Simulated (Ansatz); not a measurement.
A 3-atom cell of MoTe₂ (P-6m2) from a materials database, relaxed with r2SCAN+rVV10 in Ansatz 0.2.0. The symmetry is P-6m2 (No. 187, hexagonal); a = 3.537 Å, c = 7.827 Å in the conventional setting, 28.27 Å³ an atom. Te has 3 Mo at 2.72 Å; Mo has 6 Te at 2.72 Å.

The axes x, y and z are those of this cell:
```
CELL_PARAMETERS angstrom
3.53709 0.00000 0.00000
-1.76855 3.06321 0.00000
0.00000 0.00000 7.82691
ATOMIC_POSITIONS crystal
Te 0.33333 0.66667 0.77052
Te 0.33333 0.66667 0.22948
Mo 0.00000 0.00000 0.00000
```

Unstrained: The PBE gap is indirect, 1.021 eV (H to Γ–K (0.58 of the way from Γ)), below the direct gap of 1.075 eV at H. A second conduction valley, at K, lies only 36 meV higher, so their order isn't settled. r2SCAN gives an indirect gap of 1.112 eV, from H to Γ–K (0.58 of the way from Γ); the least direct gap is 1.155 eV at H. A second conduction valley, at K, lies only 24 meV higher, so their order isn't settled. HSE06 gives an indirect gap of 1.439 eV, from H to Γ–K (0.58 of the way from Γ); the least direct gap is 1.499 eV at H. Meshes: PBE 12×12×4, r2SCAN 12×12×4, HSE06 6×6×2. Strains are changes of length per length, and xy shears are angles. After each strain the atoms were relaxed again with r2SCAN+rVV10 within the symmetry that the strain leaves, so tilts or polar shifts that break it weren't tested; points keep the names that they have in the unstrained zone. No spin polarisation and no zero-point or thermal motion.

(1) Estimate what isotropic -0.58 % on every length does to the gap.

(2) Apply epitaxial +4.0 % in the xy plane, free normal strain -1.30 %. How far does the gap move, against the unstrained cell?

(3) Apply xy shear, engineering strain (angle) -2.67 %. How far does the gap move, against the unstrained cell?

(4) Apply biaxial +2.3 % in x and y, z held. How far does the gap move, against the unstrained cell?

(5) Order the strained cells by their HSE06 gap, smallest first.
A. biaxial +2.3 % in x and y, z held
B. epitaxial +4.0 % in the xy plane
C. xy shear, engineering strain (angle) -2.67 %
D. isotropic -0.58 % on every length

Results:

(1) PBE: the gap goes from 1.021 to 0.979 eV (-0.042 eV). r2SCAN: the gap goes from 1.112 to 1.071 eV (-0.041 eV). HSE06: the gap goes from 1.439 to 1.396 eV (-0.043 eV).

(2) PBE: the gap goes from 1.021 to 0.551 eV (-0.470 eV); the edges go from H → Γ–K (0.58) to A → K. r2SCAN: the gap goes from 1.112 to 0.625 eV (-0.487 eV); the edges go from H → Γ–K (0.58) to A → K. HSE06: the gap goes from 1.439 to 0.938 eV (-0.501 eV); the edges go from H → Γ–K (0.58) to A → K.

(3) PBE: the gap goes from 1.021 to 1.000 eV (-0.021 eV); the edges go from H → Γ–K (0.58) to (1/3, 0.341, -1/2) → Γ–K (0.57). r2SCAN: the gap goes from 1.112 to 1.088 eV (-0.024 eV); the edges go from H → Γ–K (0.58) to (1/3, 0.341, -1/2) → Γ–K (0.57). HSE06: the gap goes from 1.439 to 1.415 eV (-0.024 eV); the edges go from H → Γ–K (0.58) to (1/3, 0.341, -1/2) → Γ–K (0.57).

(4) PBE: the gap goes from 1.021 to 0.836 eV (-0.185 eV); the edges go from H → Γ–K (0.58) to A → K. r2SCAN: the gap goes from 1.112 to 0.920 eV (-0.192 eV); the edges go from H → Γ–K (0.58) to A → K. HSE06: the gap goes from 1.439 to 1.261 eV (-0.178 eV); the edges go from H → Γ–K (0.58) to A → K.

(5) B (0.94 eV), A (1.26 eV), D (1.40 eV), C (1.42 eV).

Spin-orbit coupling is left out, which matters wherever the heavy atoms make up the band edges.

Where an edge lies off the special points, it is a point of the mesh or the k point where a search put PBE's edge or least direct gap, reused for the other functionals, whose own edges may lie a little apart.

The meshes of the hybrids are coarse, so their gaps aren't converged to the digits shown.
